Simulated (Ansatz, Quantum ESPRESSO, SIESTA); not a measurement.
**SiO2: 4 runs at one level of theory**

```xyz
6
Lattice="4.2332 0.0000 0.0000 0.0000 4.2332 0.0000 0.0000 0.0000 2.6935" Properties=species:S:1:pos:R:3 pbc="T T T"
Si    0.0000    0.0000    0.0000
Si    2.1166    2.1166    1.3467
O     3.4155    0.8177    1.3467
O     1.2989    1.2989    0.0000
O     0.8177    3.4155    1.3467
O     2.9343    2.9343    0.0000
```

The cell comes from a database or a generator and needn't be the stable form of this composition.

Alike in all runs: task band structure; functional PBEsol; k mesh 6 × 6 × 10; occupations fermi-dirac, width 0.05 eV; no spin polarisation; no spin-orbit coupling. Pressure is positive in compression and, in plane waves, holds the error of the finite cutoff, which Ansatz's Pulay term estimates and takes out. Gaps are the smaller of the mesh's and the band path's.

| program and potentials | plane-wave cutoff (eV) | notes | band gap (eV) | pressure (GPa) |
| --- | --- | --- | --- | --- |
| Ansatz, Ansatz PAW | 420 | potentials made for PBE, which Ansatz adapts in part; Pulay term of +1.11 GPa included | 4.98 | -6.65 |
| SIESTA, files PseudoDojo sr-pbesol-0.4.1-standard, DZP (energy shift 0.003 Ry) | - | atomic basis | 4.90 | -4.30 |
| Quantum ESPRESSO, GBRV 1.5 PBEsol | 612 | - | 5.02 | -6.39 |
| Ansatz, all-electron LAPW, scalar-relativistic | - | - | 5.00 | -6.65 |

Force on atom 3 (O), eV/Å:

| program and potentials | x | y | z |
| --- | --- | --- | --- |
| Ansatz, Ansatz PAW | 0.029 | -0.029 | 0.000 |
| Quantum ESPRESSO, GBRV 1.5 PBEsol | 0.020 | -0.020 | 0.000 |
| Ansatz, all-electron LAPW, scalar-relativistic | 0.032 | -0.032 | 0.000 |

The band gap spans 4.90 (SIESTA, files PseudoDojo sr-pbesol-0.4.1-standard, DZP (energy shift 0.003 Ry)) to 5.02 eV (Quantum ESPRESSO, GBRV 1.5 PBEsol), with all-electron results at 5.00. The pressure spans -6.65 (Ansatz, all-electron LAPW, scalar-relativistic) to -4.30 GPa (SIESTA, files PseudoDojo sr-pbesol-0.4.1-standard, DZP (energy shift 0.003 Ry)), with all-electron results at -6.65. Rows in atomic bases carry the error of their basis and grid, which can be large.

The functional is the same throughout but for its coding, so the spread measures potentials, basis and numerics; runs on potential files found faulty are left out.
